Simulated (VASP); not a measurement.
Runs of VASP 6.6.1 on GaSb. Symmetry: F-43m, No. 216, cubic system. Conventional cell: a = 6.118 Å, b = 6.118 Å, c = 6.118 Å, α = 90.00°, β = 90.00°, γ = 90.00°. Around Sb (site symmetry -43m) lie 4 Ga at 2.65 Å. Around Ga (site symmetry -43m) lie 4 Sb at 2.65 Å. 

| task | level | cell | k mesh | cutoff (eV) | smearing | grid for exact exchange (PRECFOCK) | exchange at q = 0 | mesh quality | gap on the mesh (eV) | pressure (GPa) | relaxed volume (Å³/atom) |
| --- | --- | --- | --- | --- | --- | --- | --- | --- | --- | --- | --- |
| relaxation of cell and atoms | r2SCAN | relaxed | 8 × 8 × 8 | 600 | gaussian 0.05 eV | - | - | not flagged | 0.39 | 0.0 | 28.84 |
| relaxation of cell and atoms | PBEsol+D3(BJ) | relaxed | 8 × 8 × 8 | 600 | fermi-dirac 0.05 eV | - | - | not flagged | 0.25 | 0.0 | 27.60 |
| relaxation of cell and atoms | TPSSh | relaxed | 4 × 4 × 4 | 600 | gaussian 0.05 eV | Fast | truncated | coarse | (b) | 0.1 | 28.95 |
| relaxation of cell and atoms | MS2 | relaxed | 8 × 8 × 8 | 600 | gaussian 0.05 eV | - | - | not flagged | 0.39 | 0.0 | 28.42 |
| relaxation of cell and atoms | PBEsol+D3 | relaxed | 8 × 8 × 8 | 600 | fermi-dirac 0.05 eV | - | - | not flagged | 0.13 | 0.0 | (c) |
| band structure | TPSSh | as given | 4 × 4 × 4 | 520 | fermi-dirac 0.05 eV | Fast | truncated | coarse | 0.76 | (a) | - |
| relaxation of cell and atoms | r2SCAN+D3(BJ) | relaxed | 8 × 8 × 8 | 600 | gaussian 0.05 eV | - | - | not flagged | 0.51 | 0.0 | 28.39 |

Alike in all rows: potentials or basis VASP PAW PBE potentials, release 64 (Sb, Ga_d); no spin polarisation.

Problem. Fill in the values left out.

Solution. (a) 0.7; (b) 0.67; (c) 28.07.

Caveats: some runs use coarse meshes; the PAW data sets were made with another functional, which shifts forces and pressure a little; spin-orbit coupling is left out, which moves the levels of the heavy elements.

A k mesh can miss the band edges, and the runs leave out spin-orbit coupling on Ga, Sb.

Runs at the PBE level aren't shown here.
